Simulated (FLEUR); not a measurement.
## Al: equation of state with Wu-Cohen GGA

**Measured values to compare with.**

From “The interpretation of polycrystalline coherent inelastic neutron scattering from aluminium”, 2013, pmc:3831299, for a bulk crystal of Al: bulk modulus 76.9 GPa.

Al:

```
Al
1.0
     0.00000    2.02481    2.02481
     2.02481    0.00000    2.02481
     2.02481    2.02481    0.00000
Al
1
Direct
  0.00000 0.00000 0.00000
```

- Program: FLEUR MaX-R8.1 (patched build s14)
- Task: equation of state
- Functional: Wu-Cohen GGA
- Potentials or basis: all-electron
- Basis: FLAPW
- Kmax: 3.8 1/bohr
- k mesh: 11 × 11 × 11
- Occupations: fermi-dirac, width 0.05 eV
- Spin: no spin polarisation
- Gmax: 11.8 1/bohr
- Muffin-tin radii: Al 2.45 bohr
- lmax: Al 10
- Local orbitals a species: Al 4

| Property | Result |
| --- | --- |
| Equilibrium volume | 16.27 Å³/atom |
| Bulk modulus | 81 GPa |
| Pressure derivative of the bulk modulus | 4.5 (rough: it moves with the points fitted) |

Energy against volume, from the lowest point:
```
volume (Å³/atom)  energy (meV/atom)
          15.607               5.67
          15.939               0.07
          16.603               0.00
          17.267              12.28
          17.599              22.26
```

A measured bulk modulus of Al is 76.9 GPa (quoted in “The interpretation of polycrystalline coherent inelastic neutron scattering from aluminium”, 2013, pmc:3831299); the calculated 81 GPa misses it by +5.7 %. The fit is for a static lattice scaled at fixed shape and fixed fractional positions. The cell as given is a measured one (16.60 Å³/atom); Wu-Cohen GGA puts the equilibrium volume -2.0 % from it, thermal expansion not counted.
